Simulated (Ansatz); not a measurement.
# In: a trial structure relaxed

Where does this trial cell of In go when cell and atoms are let free?

Computed with Ansatz 0.2.0 (DFT PBE, scalar-relativistic, plane waves, PAW, unless a step's input says otherwise).

**1. Starting point**

Symmetry: Pmmm, No. 47, orthorhombic system. Conventional cell: a = 3.011 Å, b = 5.064 Å, c = 6.140 Å, α = 90.00°, β = 90.00°, γ = 90.00°. Around In (site symmetry mm2) lie 6 In at 2.98 to 3.14 Å. Around In (site symmetry mmm) lie 6 In at 2.98 to 3.01 Å.

Structure file:

```
In
1.0
     3.01129    0.00000    0.00000
     0.00000    5.06413    0.00000
     0.00000    0.00000    6.14034
In
3
Direct
  0.00000 0.00000 0.25585
  0.00000 0.00000 0.74415
  0.00000 0.50000 0.00000
```

Recipe of the guess: 6-connected net of one element (Pmmm, No. 47). Its size is a rough estimate.

**2. The guess as it stands, on a coarse mesh**

Input file input.yaml:

```yaml
crystal:
  lattice:
    - [3.01128681, 0.0, 0.0]
    - [0.0, 5.06413239, 0.0]
    - [0.0, 0.0, 6.14033997]
  atoms:
    - { symbol: In, position: [0.0, 0.0, 0.25585448] }
    - { symbol: In, position: [0.0, 0.0, 0.74414552] }
    - { symbol: In, position: [0.0, 0.5, 0.0] }
basis:
  ecutwfc: 420
kpoints:
  mp_grid: { grid: [6, 4, 4] }
hamiltonian:
  xc: pbe
scf:
  occupations: { method: gaussian, width: 0.1 }
  lower_state_search: "off"
output:
  forces: true
  stress: true
  eigenvalues: true
```

The run is started by

```
> ansatz run input.yaml --threads 1 --pin off --max-ram 2560MiB --backend cpu --events-out ev --progress --plain --runs-dir out
```

Log, shortened:

```text
Warning: RAYON_NUM_THREADS=1 ignored (pool sized by the plan → 1); use --threads N
[...]
Pseudopotentials: kind: paw
Pseudopotential: In, paw, valence charge 13, recommended cutoff 420 eV (normal), In.paw.azcp
Functional definition: PBE
[...]
Crystal: 3 atoms, lattice volume = 93.637 Å³
Basis set: ecut = 420 eV, 1823 PW (Γ), exchange–correlation on 48×72×90 points (8 copies of the dense FFT grid, shifted against one another)
Bands: 24, of which v1, the nominal top of the filled ones, is band 20 counted from 1 (19 counted from 0)
Symmetry: 8 space group operations
Space group: Pmmm (ITA 47), of the structure as read, at distance tolerance 4.5e-5 Å
k-points: 36 of 96
[...]
SCF iter   1: F=—  HF=-16792.926497 eV  |F-HF|=—  |Δ(HF+E_count)|=         —  Δρ=1.39e-3  dr2=2.79e-3  ethr=1.77e-3  ⟨swp⟩=6.1  Hψ=3870  notcnv=0
[...]
SCF iter   7: F=-16792.923938 eV  HF=-16792.923938 eV  |F-HF|=6.87e-9  |Δ(HF+E_count)|=   9.07e-8  Δρ=3.73e-6  dr2=1.20e-8  ethr=2.56e-10  ⟨swp⟩=6.2  Hψ=3932  notcnv=0
[...]
SCF converged after 7 iterations
Free energy (F): -16792.923938 eV
[...]
E sigma→0 (E₀):  -16792.918031 eV
Entropy (-TS):   -0.011815 eV (-3.938 meV/atom)
Fermi energy:    7.782449 eV
[...]
--- Forces (eV/Å), atoms counted from 1 ---
  atom   1  In     0.00000000     0.00000000     0.43178035
  atom   2  In     0.00000000     0.00000000    -0.43178035
  atom   3  In     0.00000000     0.00000000     0.00000000
[...]
--- Stress (GPa, compression-positive) ---
        2.580930       0.000000       0.000000
        0.000000       3.083316       0.000000
        0.000000       0.000000       3.373324
  P = ⅓ Tr σ = 3.0125 GPa (30.125 kbar)
--- Band table (eV; the first three rows and the last of 36) ---
  k-point 0: bands = ["-7.2697", "-7.1059", "-7.0322", "-6.9701", "-6.8900", "-6.8641", "-6.6928", "-6.6738", "-6.6386", "-6.5674", "-6.5407", "-6.5047", "-6.4438", "-6.4434", "-6.3918", "-1.2593", "3.0513", "3.3534", "5.5696", "6.6780", "10.0058", "10.2845", "12.1349", "12.7383"]
[...]
```

Run time: 22 s. Hardware: 1 thread of AMD EPYC (Zen 3), shared host; peak memory 0.38 GiB.

From the probe: pressure 3.0 GPa, largest force 0.43 eV/Å, gap on this mesh none (metal). A guess like this is first relaxed loosely on the coarse mesh.

**3. Coarse relaxation**

Edit input.yaml of step 2 so:

```diff
@@ -22 +22,6 @@
   eigenvalues: true
+relax:
+  adjacent_minimum: "off"
+  f_tol: 0.04
+  max_steps: 70
+  cell: { stress_tol: 0.4 }
```

The run is started by

```
> ansatz run input.yaml --threads 1 --pin off --max-ram 2560MiB --backend cpu --events-out ev --progress --plain --runs-dir out
```

Log, shortened:

```text
Warning: RAYON_NUM_THREADS=1 ignored (pool sized by the plan → 1); use --threads N
[...]
[... 3 set-up lines as earlier in the session ...]
[...]
Crystal: 3 atoms, lattice volume = 93.637 Å³
Basis set: ecut = 420 eV, 1823 PW (Γ), exchange–correlation on 48×72×90 points (8 copies of the dense FFT grid, shifted against one another)
Bands: 24, of which v1, the nominal top of the filled ones, is band 20 counted from 1 (19 counted from 0)
[... 2 set-up lines as earlier in the session ...]
k-points: 36 of 96
[...]
SCF iter   1: F=—  HF=-16792.926497 eV  |F-HF|=—  |Δ(HF+E_count)|=         —  Δρ=1.39e-3  dr2=2.79e-3  ethr=1.77e-3  ⟨swp⟩=6.1  Hψ=3870  notcnv=0
[...]
  atom   1  In     0.00000000    -0.00000000    -0.01691061
  atom   2  In     0.00000000     0.00000000     0.01691061
  atom   3  In     0.00000000     0.00000000     0.00000000
[...]
--- Stress (GPa, compression-positive) ---
       -0.044074       0.000000      -0.000000
        0.000000      -0.159168      -0.000000
       -0.000000      -0.000000       0.052068
  P = ⅓ Tr σ = -0.0504 GPa (-0.504 kbar)
--- Band table (eV; the first three rows and the last of 36) ---
[... band rows left out ...]
[...]
--- Relaxed structure (3 steps of the walk, 3 accepted, 1 SCFs on fresh bases) ---
  F+E_penalty+E_count = -16793.01467802 eV   max|allowed force component| = 1.691e-2 eV/Å   (the final SCF, on the basis selected at the relaxed cell)
  cell:  # Å, volume = 102.1119 Å³
    - [3.093073402052515, 0.0, 0.0]
    - [0.0, 5.171695053644811, 0.0]
    - [0.0, 0.0, 6.383419162429042]
  atoms:
    - { symbol: In, position: [7.994630144459885e-36, 0.0, 0.26296377709362667] }
    - { symbol: In, position: [7.994630144459885e-36, 0.0, 0.7370362229063732] }
    - { symbol: In, position: [-1.598926028891977e-35, 0.49999999999999994, 0.0] }
```

It took 79 s on 1 thread of AMD EPYC (Zen 3), shared host; peak memory 0.41 GiB.

Step by step:

```
step  energy from step 1 (eV/cell)  largest force component (eV/Å)  pressure (GPa)  volume (Å³)
   1                        0.0000                          0.4318            3.01        93.64
   2                       -0.0841                          0.1885           -0.12       102.26
   3                       -0.0893                          0.0169           -0.04       102.11
   4                       -0.0907                          0.0169           -0.05       102.11
```

Step 1 is the start. Step 4 repeats the geometry before it on a plane-wave basis chosen anew for that cell, so its energy need not be comparable with the rows above.

|  | before | after | change |
| --- | --- | --- | --- |
| a (Å) | 3.011 | 3.093 | +2.7 % |
| b (Å) | 5.064 | 5.172 | +2.1 % |
| c (Å) | 6.140 | 6.383 | +4.0 % |
| volume (Å³/atom) | 31.21 | 34.04 | +9.1 % |
| shortest distance (Å) | 2.980 | 3.026 | +1.6 % |
| space group (0.01 Å) | Pmmm | Pmmm | same |

The run keeps the 8 symmetry operations of the start, so it could not have lowered the symmetry.

(Part 1 of 2 ends here.)
